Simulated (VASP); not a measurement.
# TiTe (P6_3/mmc) in VASP: notebook

Runs on TiTe. Level: PBEsol. Tasks: single point.

Program: VASP 6.6.1. These are calculated values, not measurements. Logs are shortened: lines on timing, memory, paths and dates and some standing lists are left out, and cuts for length are marked.

**1. The crystal as given**

Symmetry: P6_3/mmc, No. 194, hexagonal system. The conventional cell has a = 3.842 Å, b = 3.842 Å, c = 6.403 Å, α = 90.00°, β = 90.00°, γ = 120.00°. Te (site symmetry -6m2) is surrounded by 6 Ti at 2.74 Å. Ti (site symmetry -3m) is surrounded by 6 Te at 2.74 Å.

**2. Single point, PBEsol**

The input, INCAR:

```
PREC = Accurate
ENCUT = 400
EDIFF = 1E-6
ISMEAR = 0
SIGMA = 0.05
LREAL = F
LASPH = T
NELM = 100
ALGO = Normal
ISIF = 2
LWAVE = F
LCHARG = F
GGA = PS
NBANDS = 26
ADDGRID = F
```

The input, KPOINTS:

```
regular mesh
0
Gamma
  4 4 2
```

The input, POSCAR:

```
TiTe
1.0
    3.8420000000      0.0000000000      0.0000000000
   -1.9210000000      3.3272696013      0.0000000000
    0.0000000000      0.0000000000      6.4030000000
Te Ti
2 2
Direct
    0.6666666667      0.3333333333      0.7500000000
    0.3333333333      0.6666666667      0.2500000000
    0.0000000000      0.0000000000      0.5000000000
    0.0000000000      0.0000000000      0.0000000000
```

Potentials or basis: VASP PAW PBE potentials, release 64 (Te, Ti_sv).

Run with:

```sh
$ cat potpaw_PBE.64/Te/POTCAR potpaw_PBE.64/Ti_sv/POTCAR > POTCAR
$ mpirun -np 1 vasp_std > vasp.out
```

OUTCAR:

```text
PREC = Accurate
   ENCUT = 400
   EDIFF = 1E-6
   ISMEAR = 0
   LREAL = F
   LASPH = T
   NELM = 100
   ISIF = 2
   GGA = PS

 Found      8 irreducible k-points:

 Following reciprocal coordinates:
            Coordinates               Weight
  0.000000  0.000000  0.000000      1.000000
  0.250000 -0.000000  0.000000      6.000000
  0.500000 -0.000000  0.000000      3.000000
  0.250000  0.250000  0.000000      6.000000
  0.000000  0.000000  0.500000      1.000000
  0.250000 -0.000000  0.500000      6.000000
   k-points           NKPTS =      8   k-points in BZ     NKDIM =      8   number of bands    NBANDS=     26
   number of dos      NEDOS =    301   number of ions     NIONS =      4
   total plane-waves  NPLWV =  32928
   dimension x,y,z NGX =    28 NGY =   28 NGZ =   42
   dimension x,y,z NGXF=    56 NGYF=   56 NGZF=   84
   ions per type =               2   2
   NGX,Y,Z   is equivalent  to a cutoff of  12.12, 12.12, 10.90 a.u.
   NGXF,Y,Z  is equivalent  to a cutoff of  24.23, 24.23, 21.81 a.u.
 SYSTEM =  unknown system
   PREC   = accura    normal or accurate (medium, high low for compatibility)
   ISTART =      0    job   : 0-new  1-cont  2-samecut
   ICHARG =      2    charge: 1-file 2-atom 10-const
   ISPIN  =      1    spin polarized calculation?
   LNONCOLLINEAR =      F non collinear calculations
   LSORBIT =      F    spin-orbit coupling
   LASPH  =      T    aspherical Exc in radial PAW
   ENCUT  =  400.0 eV  29.40 Ry    5.42 a.u.   6.27  6.27 10.44*2*pi/ulx,y,z
   NELM   =    100;   NELMIN=  2; NELMDL= -5     # of ELM steps
   EDIFF  = 0.1E-05   stopping-criterion for ELM
   LREAL  =      F    real-space projection
   EDIFFG = 0.1E-04   stopping-criterion for IOM
   NSW    =      0    number of steps for IOM
   IBRION =     -1    ionic relax: 0-MD 1-quasi-New 2-CG
   NFREE  =      0    steps in history (QN), initial steepest desc. (CG)
   ISIF   =      2    stress and relaxation
   ISYM   =      2    0-nonsym 1-usesym 2-fastsym
   POTIM  = 0.5000    time-step for ionic-motion
   TEBEG  =    0.0;   TEEND  =   0.0 temperature during run
   PSTRESS=    0.0 pullay stress
   NELECT =      36.0000    total number of electrons
   NUPDOWN=      -1.0000    fix difference up-down
   EMIN   =  10.00;   EMAX   =-10.00  energy-range for DOS
   EFERMI =   0.00;   METHOD = LEGACY
   ISMEAR =     0;   SIGMA  =   0.05  broadening in eV -4-tet -1-fermi 0-gaus
   EFERMI_NEDOS =   21; number of points for ismear=-14 and -15
   IALGO  =     38    algorithm
   IMIX   =      4    mixing-type and parameters
     AMIX     =   0.40;   BMIX     =  1.00
     AMIX_MAG =   1.60;   BMIX_MAG =  1.00
  volume/ion in A,a.u.               =      20.46       138.09
  Fermi-wavevector in a.u.,A,eV,Ry     =   1.244991  2.352691 21.089049  1.550001
  Thomas-Fermi vector in A             =   2.379233
   LORBIT       =      0    0 simple, 1 ext, 2 COOP (PROOUT), +10 PAW based schemes
   GGA     = PS    functional components
   LHFCALC =     F    Hartree Fock is set to
   AEXX    =    0.0000 exact exchange contribution
   IVDW    =     0    specifies the selected vdW correction
   LEPSILON=     F    determine dielectric tensor
   LRPA    =     F    only Hartree local field effects (RPA)
 non-spin polarized calculation
 Gauss-broadening in eV      SIGMA  =   0.05
  energy-cutoff  :      400.00
  volume of cell :       81.85
 maximum number of plane-waves:      1521
 NGX is ok and might be reduce to    28
   NGX = 13   NGY = 13   NGZ = 21

 number of electron      36.0000001 magnetization

 Free energy of the ion-electron system (eV)
  ---------------------------------------------------
  ext. energy  EPLUGINS =         0.00000000
  ---------------------------------------------------
  free energy    TOTEN  =       -26.19787474 eV

  energy without entropy =      -26.19034400  energy(sigma->0) =      -26.19410937

 E-fermi :  10.2134     XC(G=0): -11.1595

 val. band max:       10.1647146834   @ k =   0.2500  -0.0000   0.0000
 cond. band min:      10.2540354817   @ k =   0.2500  -0.0000   0.5000
 fundamental gap:      0.0893207983
 Fermi energy:        10.2134120719

 k-point     1 :       0.0000    0.0000    0.0000
  band No.  band energies     occupation
      1     -46.9845      2.00000
      2     -46.9703      2.00000
      3     -23.4616      2.00000
      4     -23.4201      2.00000
      5     -23.4201      2.00000
      6     -23.4018      2.00000
      7     -23.4018      2.00000
      8     -23.2884      2.00000
      9      -3.9494      2.00000
     10      -2.1980      2.00000
     11       2.9637      2.00000
     12       6.3717      2.00000
     13       6.3717      2.00000
     14       8.3874      2.00000
     15       9.0507      2.00000
     16       9.2489      2.00000
     17       9.2489      2.00000
     18       9.5124      2.00000
     19       9.5124      2.00000
     20       9.6792      2.00000
     21       9.6792      2.00000
     22      11.0276      0.00000
     23      11.0276      0.00000
     24      12.3885      0.00000
     25      13.0073      0.00000
     26      14.2262      0.00000

 k-point     2 :       0.2500   -0.0000    0.0000
  band No.  band energies     occupation
      1     -46.9830      2.00000
      2     -46.9686      2.00000
      3     -23.4542      2.00000
      4     -23.4442      2.00000
      5     -23.4259      2.00000
      6     -23.4211      2.00000
      7     -23.4056      2.00000
      8     -23.2852      2.00000
      9      -3.2879      2.00000
     10      -2.0480      2.00000
     11       3.8112      2.00000
     12       5.1879      2.00000
     13       5.8696      2.00000
     14       6.3925      2.00000
     15       7.1205      2.00000
     16       7.5836      2.00000
     17       8.4997      2.00000
     18      10.1647      1.83160
     19      10.3840      0.00000
     20      10.4359      0.00000
     21      10.8691      0.00000
     22      11.0165      0.00000
     23      12.1518      0.00000
     24      12.2558      0.00000
     25      12.5300      0.00000
     26      13.6324      0.00000

 k-point     3 :       0.5000   -0.0000    0.0000
  band No.  band energies     occupation
      1     -46.9815      2.00000
      2     -46.9669      2.00000
      3     -23.4686      2.00000
      4     -23.4463      2.00000
      5     -23.4404      2.00000
      6     -23.4317      2.00000
      7     -23.4094      2.00000
      8     -23.2818      2.00000
      9      -2.1314      2.00000
     10      -2.1249      2.00000
     11       3.2565      2.00000
     12       4.8412      2.00000
     13       5.5740      2.00000
     14       5.5913      2.00000
     15       6.2702      2.00000
     16       7.0750      2.00000
     17       8.1565      2.00000
     18       9.9982      2.00000
     19      10.6390      0.00000
     20      10.7993      0.00000
     21      10.8992      0.00000
     22      11.2313      0.00000
     23      11.4790      0.00000
     24      12.3439      0.00000
     25      13.1288      0.00000
     26      13.5119      0.00000

 k-point     4 :       0.2500    0.2500    0.0000
  band No.  band energies     occupation
      1     -46.9815      2.00000
      2     -46.9673      2.00000
      3     -23.4592      2.00000
      4     -23.4468      2.00000
      5     -23.4406      2.00000
      6     -23.4326      2.00000
      7     -23.4172      2.00000
      8     -23.2819      2.00000
      9      -2.3447      2.00000
     10      -1.9222      2.00000
     11       4.0758      2.00000
     12       4.6620      2.00000
     13       5.1060      2.00000
     14       5.3188      2.00000
     15       6.1400      2.00000
     16       6.2904      2.00000
     17       9.4185      2.00000
     18      10.3346      0.00061
     19      10.5949      0.00000
     20      10.5977      0.00000
     21      10.8313      0.00000
     22      11.1456      0.00000
     23      11.5311      0.00000
     24      12.1819      0.00000
     25      12.7684      0.00000
     26      12.8131      0.00000

 k-point     5 :       0.0000    0.0000    0.5000
  band No.  band energies     occupation
      1     -46.9773      2.00000
      2     -46.9773      2.00000
      3     -23.4110      2.00000
      4     -23.4110      2.00000
      5     -23.4110      2.00000
      6     -23.4110      2.00000
      7     -23.3756      2.00000
      8     -23.3756      2.00000
      9      -3.2378      2.00000
     10      -3.2378      2.00000
     11       5.3157      2.00000
     12       5.3157      2.00000
     13       7.2041      2.00000
     14       7.2041      2.00000
     15       7.2041      2.00000
     16       7.2041      2.00000
     17      10.0379      2.00000
     18      10.0379      2.00000
     19      10.0379      2.00000
     20      10.0379      2.00000
     21      10.3598      0.00003
     22      10.3598      0.00003
     23      12.6696      0.00000
     24      12.6696      0.00000
     25      12.6696      0.00000
     26      12.6696      0.00000

 k-point     6 :       0.2500   -0.0000    0.5000
  band No.  band energies     occupation
      1     -46.9758      2.00000
      2     -46.9758      2.00000
      3     -23.4329      2.00000
      4     -23.4329      2.00000
      5     -23.4158      2.00000
      6     -23.4158      2.00000
      7     -23.3701      2.00000
      8     -23.3701      2.00000
      9      -2.7431      2.00000
     10      -2.7431      2.00000
     11       4.6752      2.00000
     12       4.6752      2.00000
     13       6.4364      2.00000
     14       6.4364      2.00000
     15       6.9225      2.00000
     16       6.9225      2.00000
     17       9.3806      2.00000
     18       9.3806      2.00000
     19      10.2540      0.25055
     20      10.2540      0.25055
     21      11.1488      0.00000
     22      11.1488      0.00000
     23      12.0562      0.00000
     24      12.0562      0.00000
     25      12.5413      0.00000
     26      12.5413      0.00000

 [... further k-points ...]

------------------------ aborting loop because EDIFF is reached ----------------------------------------

  FORCE on cell =-STRESS in cart. coord.  units (eV):
  Direction    XX          YY          ZZ          XY          YZ          ZX
  --------------------------------------------------------------------------------------
  -------------------------------------------------------------------------------------
  Total        1.1818419      1.1818419      2.9914302      0.0000000      0.0000000      0.0000000
  in kB       23.1334872     23.1334872     58.5545441      0.0000000      0.0000000      0.0000000
  external PRESSURE =      34.9405062 kB  Pullay stress =       0.0000000 kB

 VOLUME and BASIS-vectors are now :
 -----------------------------------------------------------------------------
  energy-cutoff  :      400.00
  volume of cell :       81.85
      direct lattice vectors                 reciprocal lattice vectors
     3.842000000  0.000000000  0.000000000     0.260281104  0.150273365  0.000000000
    -1.921000000  3.327269601  0.000000000     0.000000000  0.300546730  0.000000000
     0.000000000  0.000000000  6.403000000     0.000000000  0.000000000  0.156176792

 POSITION                                       TOTAL-FORCE (eV/Angst)
 -----------------------------------------------------------------------------------
      1.92100      1.10909      4.80225        -0.000000      0.000000      0.000000
     -0.00000      2.21818      1.60075         0.000000      0.000000      0.000000
      0.00000      0.00000      3.20150        -0.000000      0.000000      0.000000
      0.00000      0.00000      0.00000        -0.000000      0.000000      0.000000
 -----------------------------------------------------------------------------------
    total drift:                                0.000000     -0.000000      0.000000

  FREE ENERGIE OF THE ION-ELECTRON SYSTEM (eV)
  ---------------------------------------------------
  free  energy   TOTEN  =       -26.1978747444 eV

  energy  without entropy=      -26.1903439969  energy(sigma->0) =      -26.19410937
```

Wall time 7.5 s (1 thread of Intel Xeon 6975P-C (Granite Rapids), shared host); peak memory 0.17 GiB.

These settings aren't checked as converged: the numbers below hold their error.

Results:

```yaml
Free_energy: -26.1979 eV
Pressure: 3.5 GPa
Band_gap_on_the_k_mesh: none (metal or under the smearing width)
```

Caveat: the k mesh is coarse (spacing up to 0.49 Å⁻¹), so the values aren't converged; the PAW data sets were made with another functional, which shifts forces and pressure a little.

**3. Single point, PBEsol**

Edit INCAR of step 2 so:

```diff
@@ -1,3 +1,3 @@
 PREC = Accurate
-ENCUT = 400
+ENCUT = 450
 EDIFF = 1E-6
```

KPOINTS is that of step 2.

POSCAR is that of step 2.

Potentials or basis: VASP PAW PBE potentials, release 64 (Te, Ti_sv).

Run with:

```sh
$ cat potpaw_PBE.64/Te/POTCAR potpaw_PBE.64/Ti_sv/POTCAR > POTCAR
$ mpirun -np 1 vasp_std > vasp.out
```

Run time: 8.6 s. Hardware: 1 thread of Intel Xeon 6975P-C (Granite Rapids), shared host; peak memory 0.18 GiB.

These settings aren't checked as converged: the numbers below hold their error.

What came out:

```yaml
Free_energy: -26.1994 eV
Pressure: 3.6 GPa
Band_gap_on_the_k_mesh: none (metal or under the smearing width)
```

Caveat: the k mesh is coarse (spacing up to 0.49 Å⁻¹), so the values aren't converged; the PAW data sets were made with another functional, which shifts forces and pressure a little.

**4. Single point, PBEsol**

Edit INCAR of step 3 so:

```diff
@@ -1,3 +1,3 @@
 PREC = Accurate
-ENCUT = 450
+ENCUT = 700
 EDIFF = 1E-6
```

The input, KPOINTS:

```
regular mesh
0
Gamma
  3 3 2
```

POSCAR is that of step 3.

Run with:

```sh
$ cat potpaw_PBE.64/Te/POTCAR potpaw_PBE.64/Ti_sv/POTCAR > POTCAR
$ mpirun -np 1 vasp_std > vasp.out
```

Run time: 12 s. Hardware: 1 thread of Intel Xeon 6975P-C (Granite Rapids), shared host; peak memory 0.24 GiB.

These settings aren't checked as converged: the numbers below hold their error.

What came out:

```
Free energy            : -26.1218 eV
Pressure               : 4.0 GPa
Band gap on the k mesh : none (metal or under the smearing width)
```

Caveat: the k mesh is coarse (spacing up to 0.63 Å⁻¹), so the values aren't converged; the PAW data sets were made with another functional, which shifts forces and pressure a little.

**5. For comparison**

An earlier run on the cell as given: functional PBEsol; potentials or basis VASP PAW PBE potentials, release 64 (Te, Ti_sv); cutoff 520 eV; k mesh 8 × 8 × 4; occupations fermi-dirac, width 0.05 eV; no spin polarisation.

- Pressure: 3.5 GPa
- Band gap on the k mesh: none (metal or under the smearing width)
